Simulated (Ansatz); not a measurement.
Ni2Si: strain energy, fitted

Ni2Si, P6_3/mmc, a = 3.868 Å, c = 4.917 Å. The structure is a COD entry; whether it is the stable form wasn't checked. Ansatz: PBEsol, PAW, 420 eV, Γ-centred 12×12×8 mesh on 6 atoms, Gaussian smearing 0.10 eV; no spin polarisation. Series: uniaxial strain along c, with a, b and atoms relaxed; x is the strain in per cent. y is the free energy over the unstrained cell, V0 = 10.621 Å³/atom.

```
x (%) y (meV/atom)
 -6.0             ?
 -4.0         19.73
 -2.0          4.54
  0.0          0.00
  2.0          3.93
  4.0         14.49
  6.0         30.19
```

Q: Fit y = c2 x² + c3 x³ to the other rows, turn c2 into a modulus, and predict the missing energy.

A: Least squares on the rows shown. y = 1.0728 x² − 0.039311 x³. In eV per unit strain² c2 is 10.73; this is Young's modulus along the axis (E = ½ Y V0 ε²): 2 × 10.73 × 160.2 / (10.621) = 324 GPa. At x = -6.0 the fit asked for gives 47.11 meV/atom. The run gave 48.27 meV/atom, so the fit is 1.16 meV/atom too low, 2.4 % of the span of the series, against an rms of 0.09 meV/atom on the fitted rows. The row lies outside the fitted range. With a term in x⁴ added, a fit to the same known rows predicts 47.87 meV/atom, so most of the miss is curvature that the known rows already hold.